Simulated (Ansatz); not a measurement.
## Co in Ansatz: the effect of functional

Crystal: Co.

```xyz
2
Lattice="2.4366 0.0000 0.0000 -1.2183 2.1101 0.0000 0.0000 0.0000 3.9803" Properties=species:S:1:pos:R:3 pbc="T T T"
Co    0.0000    1.4068    2.9460
Co    1.2183    0.7034    1.0343
```

The cell isn't the ideal one: volume scaled by 0.94.

Alike in all runs:

| Quantity | Value |
| --- | --- |
| Program | Ansatz 0.2.0 |
| Task | single point |
| Potentials or basis | Ansatz PAW |
| k mesh | 12 × 12 × 7 |
| Occupations | fermi-dirac, width 0.05 eV |
| Spin | collinear spin, ferromagnetic start |
| Starting moments | [2.0, 2.0] μB |

```csv
functional,cutoff,pressure (GPa),moment (μB),largest force (eV/Å)
LDA,420 eV (not typed: the program's choice for these potentials),-5.1,3.02,0.63
PBEsol,420 eV (not typed: the program's choice for these potentials),?,?,?
r2SCAN,500 eV (not typed: the program's choice for these potentials),11.6,3.52,0.41
```

Problem. What does the run with functional PBEsol give?

Solution. Pressure 4.3 GPa; moment 3.11 μB; largest force 0.67 eV/Å.

Caveats: the PAW data sets come from PBE, with cores solved anew for the run's functional, which leaves a small shift of forces and pressure; the magnetic or orbital state may not be the lowest (some runs).

Runs at the PBE level aren't shown here.
